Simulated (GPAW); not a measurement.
# TiSe in GPAW: the effect of strain biaxial xy

TiSe:

```
Se Ti
1.0
     4.01122    0.00000    0.00000
     0.00000    4.01122    0.00000
     0.00000    0.00000    5.98442
Se Ti
2 2
Cartesian
  0.0000 2.0056 4.5515
  2.0056 0.0000 1.4329
  0.0000 0.0000 0.0000
  2.0056 2.0056 0.0000
```

The cell comes from a database or a generator and needn't be the stable form of this composition.

Alike in all runs:

```yaml
Program: GPAW 26.7.0
Task: band structure
Functional: PBEsol
Potentials_or_basis: PAW data sets generated in the run's folder for this functional
Cutoff: 600 eV
Basis: pw
k_mesh: 4 × 4 × 3
Occupations: fermi-dirac, width 0.05 eV
Spin: no spin polarisation
Maxiter: 150
Band_path: GXMGZRAZ,XR,MA
Band_points: 100
```

| strain biaxial xy | pressure (GPa) | largest force (eV/Å) |
| --- | --- | --- |
| -0.04 | 4.3 | 0.99 |
| -0.02 | 0.5 | 0.42 |
| -0.01 | -1.2 | 0.16 |
| 0 | -2.7 | 0.08 |
| 0.01 | -4.0 | 0.30 |
| 0.02 | -5.2 | 0.51 |
| 0.04 | ? | ? |

Problem. What does the run with strain biaxial xy 0.04 give?

Solution. Pressure -7.3 GPa; largest force 0.88 eV/Å.

Worked out: A parabola through the other rows of the pressure, of slope -76.1 GPa per unit of strain biaxial xy there, extrapolates to -7.0 GPa, against the run's -7.3. A parabola through the other rows of the largest force, of slope 55.2 eV/Å per unit of strain biaxial xy there, extrapolates to 1.35 eV/Å, against the run's 0.88.

Caveats: all runs use coarse meshes; the density grid can change from cell to cell, which puts small steps into energies and stress; this functional lacks dispersion, which binds the layers, so the pressure and a relaxed spacing across them are unreliable.
